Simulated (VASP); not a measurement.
## VASP 6.6.1, r²SCAN single-point calculation, HgSe (strained zincblende)

INCAR

```
SIGMA = 0.02
LWAVE = .FALSE.
IBRION = -1
NSW = 0
LASPH = .TRUE.
ISIF = 2
NBANDS = 16
METAGGA = R2SCAN
LCHARG = .FALSE.
ISMEAR = -1
PREC = Accurate
LREAL = .FALSE.
ENCUT = 520
ALGO = Normal
NELM = 120
EDIFF = 1E-7
```

KPOINTS

```
KPOINTS created by Atomic Simulation Environment
0
Gamma
8 8 8
0 0 0
```

KPOINTS_OPT

```
special points
6
Reciprocal
0.0000000000 0.0000000000 0.0000000000 1
-0.5000000000 -0.5000000000 0.0000000000 1
-0.3750000000 -0.3750000000 0.2500000000 1
-0.3750000000 0.0000000000 0.3750000000 1
0.0000000000 0.0000000000 0.5000000000 1
-0.5000000000 -0.2500000000 0.2500000000 1
```

POSCAR

```
Hg Se
 1.0000000000000000
     0.0000000000000000    3.0617384462000001    3.0617384462000001
     3.0617384462000001    0.0000000000000000    3.0617384462000001
     3.0617384462000001    3.0617384462000001    0.0000000000000000
 Hg  Se
   1   1
Cartesian
  0.0000000000000000  0.0000000000000000  0.0000000000000000
  1.5308692230999998  1.5308692230999998  1.5308692230999998
```

VASP ran with the recommended PBE PAW datasets (18 valence electrons in the cell).

Command

```
mpirun -np 1 vasp_std
```

From OUTCAR

```
k-points           NKPTS =     29   k-points in BZ     NKDIM =     29   number of bands    NBANDS=     16

   NELECT =      18.0000    total number of electrons

   dimension x,y,z NGX =    32 NGY =   32 NGZ =   32
   dimension x,y,z NGXF=    64 NGYF=   64 NGZF=   64

  energy-cutoff  :      520.00
  volume of cell :       57.40
      direct lattice vectors                 reciprocal lattice vectors
     0.000000000  3.061738446  3.061738446    -0.163305916  0.163305916  0.163305916
     3.061738446  0.000000000  3.061738446     0.163305916 -0.163305916  0.163305916
     3.061738446  3.061738446  0.000000000     0.163305916  0.163305916 -0.163305916

 k-points in reciprocal lattice and weights: KPOINTS created by Atomic Simulation Env
   0.00000000  0.00000000  0.00000000       0.002
   0.12500000  0.00000000  0.00000000       0.016
   0.25000000  0.00000000  0.00000000       0.016
   0.37500000  0.00000000  0.00000000       0.016
   0.50000000  0.00000000  0.00000000       0.008
   0.12500000  0.12500000  0.00000000       0.012
   0.25000000  0.12500000  0.00000000       0.047
   0.37500000  0.12500000  0.00000000       0.047
   ...

 E-fermi :   1.2806

 k-point     1 :       0.0000    0.0000    0.0000
  band No.  band energies     occupation
      1     -12.5393      2.00000
      2      -6.0320      2.00000
      3      -6.0320      2.00000
      4      -6.0320      2.00000
      5      -5.2725      2.00000
      6      -5.2725      2.00000
      7       0.6059      2.00000
      8       1.2667      1.33556
      9       1.2667      1.33554
     10       1.2667      1.33554
     11       7.2247      0.00000
     12       7.2247      0.00000
     13       7.2247      0.00000
     14      10.0950      0.00000
     15      13.1214      0.00000
     16      13.1214      0.00000

 k-point     2 :       0.1250    0.0000    0.0000
  band No.  band energies     occupation
      1     -12.4737      2.00000
      2      -6.0013      2.00000
      3      -6.0013      2.00000
      4      -5.9977      2.00000
      5      -5.2746      2.00000
      6      -5.2746      2.00000
      7      -0.4719      2.00000
      8       1.1108      1.99959
      9       1.1108      1.99959
     10       2.0585      0.00000
     11       6.8339      0.00000
     12       7.4423      0.00000
     13       7.4423      0.00000
     14      11.1390      0.00000
     15      12.2258      0.00000
     16      12.2258      0.00000

 k-point     3 :       0.2500    0.0000    0.0000
  band No.  band energies     occupation
      1     -12.3108      2.00000
      2      -5.9323      2.00000
      3      -5.9323      2.00000
      4      -5.8404      2.00000
      5      -5.2691      2.00000
      6      -5.2691      2.00000
      7      -1.9474      2.00000
      8       0.7609      2.00000
      9       0.7609      2.00000
     10       2.5988      0.00000
     11       6.9996      0.00000
     12       7.8234      0.00000
     13       7.8235      0.00000
     14      11.2222      0.00000
     15      11.9260      0.00000
     16      11.9260      0.00000

 k-point     4 :       0.3750    0.0000    0.0000
  band No.  band energies     occupation
      1     -12.1413      2.00000
      2      -5.8751      2.00000
      3      -5.8751      2.00000
      4      -5.4468      2.00000
      5      -5.2443      2.00000
      6      -5.2443      2.00000
      7      -3.3513      2.00000
      8       0.4358      2.00000
      9       0.4358      2.00000
     10       2.6841      0.00000
     11       7.9634      0.00000
     12       7.9634      0.00000
     13       7.9928      0.00000
     14      10.8468      0.00000
     15      12.6903      0.00000
     16      12.6903      0.00000

 k-point     5 :       0.5000    0.0000    0.0000
  band No.  band energies     occupation
      1     -12.0691      2.00000
      2      -5.8560      2.00000
      3      -5.8560      2.00000
      4      -5.2269      2.00000
      5      -5.2269      2.00000
      6      -4.9544      2.00000
      7      -4.2222      2.00000
      8       0.3058      2.00000
      9       0.3058      2.00000
     10       2.6681      0.00000
     11       7.9591      0.00000
     12       7.9591      0.00000
     13       8.6061      0.00000
     14      10.9029      0.00000
     15      13.6828      0.00000
     16      13.6828      0.00000

 k-point     6 :       0.1250    0.1250    0.0000
  band No.  band energies     occupation
      1     -12.4518      2.00000
      2      -6.0247      2.00000
      3      -5.9715      2.00000
      4      -5.9715      2.00000
      5      -5.2951      2.00000
      6      -5.2566      2.00000
      7      -0.5452      2.00000
      8       0.8634      2.00000
      9       0.8634      2.00000
     10       2.4859      0.00000
     11       6.3099      0.00000
     12       7.7439      0.00000
     13       7.7439      0.00000
     14      10.9662      0.00000
     15      11.6469      0.00000
     16      13.1789      0.00000

 k-point     7 :       0.2500    0.1250    0.0000
  band No.  band energies     occupation
      1     -12.3211      2.00000
      2      -5.9713      2.00000
      3      -5.8976      2.00000
      4      -5.8717      2.00000
      5      -5.3047      2.00000
      6      -5.2415      2.00000
      7      -1.6014      2.00000
      8       0.4700      2.00000
      9       0.4913      2.00000
     10       3.1387      0.00000
     11       6.0993      0.00000
     12       8.0286      0.00000
     13       8.2460      0.00000
     14      10.5737      0.00000
     15      12.5887      0.00000
     16      12.8486      0.00000

 k-point     8 :       0.3750    0.1250    0.0000
  band No.  band energies     occupation
      1     -12.1528      2.00000
      2      -5.8876      2.00000
      3      -5.8318      2.00000
      4      -5.6091      2.00000
      5      -5.2627      2.00000
      6      -5.2235      2.00000
      7      -2.9157      2.00000
      8       0.0397      2.00000
      9       0.1621      2.00000
     10       3.3903      0.00000
     11       6.7850      0.00000
     12       8.0166      0.00000
     13       8.4564      0.00000
     14      11.2363      0.00000
     15      12.4177      0.00000
     16      13.2587      0.00000

 k-point     9 :       0.5000    0.1250    0.0000
  band No.  band energies     occupation
      1     -12.0470      2.00000
      2      -5.8452      2.00000
      3      -5.8092      2.00000
      4      -5.3052      2.00000
      5      -5.2227      2.00000
      6      -5.0014      2.00000
      7      -3.9947      2.00000
      8      -0.3140      2.00000
      9       0.0947      2.00000
     10       3.3939      0.00000
     11       7.2552      0.00000
     12       8.3539      0.00000
     13       8.5792      0.00000
     14      11.5700      0.00000
     15      12.9241      0.00000
     16      13.7582      0.00000

 k-point    10 :      -0.3750    0.1250    0.0000
  band No.  band energies     occupation
      1     -12.0711      2.00000
      2      -5.8397      2.00000
      3      -5.8307      2.00000
      4      -5.3174      2.00000
      5      -5.2577      2.00000
      6      -5.1424      2.00000
      7      -3.6953      2.00000
      8      -0.4112      2.00000
      9       0.3038      2.00000
     10       3.3813      0.00000
     11       7.4375      0.00000
     12       8.2029      0.00000
     13       8.2641      0.00000
     14      11.8256      0.00000
     15      12.3902      0.00000
     16      13.5155      0.00000

 k-point    11 :      -0.2500    0.1250    0.0000
  band No.  band energies     occupation
      1     -12.2094      2.00000
      2      -5.8921      2.00000
      3      -5.8723      2.00000
      4      -5.7127      2.00000
      5      -5.2926      2.00000
      6      -5.2267      2.00000
      7      -2.4927      2.00000
      8      -0.1703      2.00000
      9       0.6860      2.00000
     10       3.2757      0.00000
     11       7.0517      0.00000
     12       7.7554      0.00000
     13       7.9853      0.00000
     14      11.3594      0.00000
     15      12.0824      0.00000
     16      13.1373      0.00000

 k-point    12 :      -0.1250    0.1250    0.0000
  band No.  band energies     occupation
      1     -12.3755      2.00000
      2      -5.9660      2.00000
      3      -5.9518      2.00000
      4      -5.9200      2.00000
      5      -5.2936      2.00000
      6      -5.2549      2.00000
      7      -1.2754      2.00000
      8       0.4292      2.00000
      9       1.0314      1.99999
     10       2.7545      0.00000
     11       6.5699      0.00000
     12       7.6099      0.00000
     13       7.8454      0.00000
     14      11.3642      0.00000
     15      11.9565      0.00000
     16      12.2790      0.00000

 ...

  Total        0.6521220      0.6521220      0.6521220      0.0000000     -0.0000000      0.0000000
  in kB       18.2014174     18.2014174     18.2014174      0.0000000     -0.0000000      0.0000000
  external PRESSURE =      18.2014174 kB  Pullay stress =       0.0000000 kB

 POSITION                                       TOTAL-FORCE (eV/Angst)
 -----------------------------------------------------------------------------------
      0.00000      0.00000      0.00000        -0.000000     -0.000000     -0.000000
      1.53087      1.53087      1.53087         0.000000      0.000000      0.000000
 -----------------------------------------------------------------------------------
    total drift:                               -0.000001     -0.000001     -0.000001

  FREE ENERGIE OF THE ION-ELECTRON SYSTEM (eV)
  ---------------------------------------------------
  free  energy   TOTEN  =       -64.1376980196 eV

  energy  without entropy=      -64.1375465379  energy(sigma->0) =      -64.13762228
```

```
gap between bands v and c : 0.00 eV
least direct gap          : 0.00 eV
pressure                  : 1.8 GPa
```

Band v is the last that the valence electrons fill when counted band by band, and c is the next.

The run took about 50 s on one core of a shared host (Intel Xeon Platinum 8488C) and held 0.2 GiB at most.
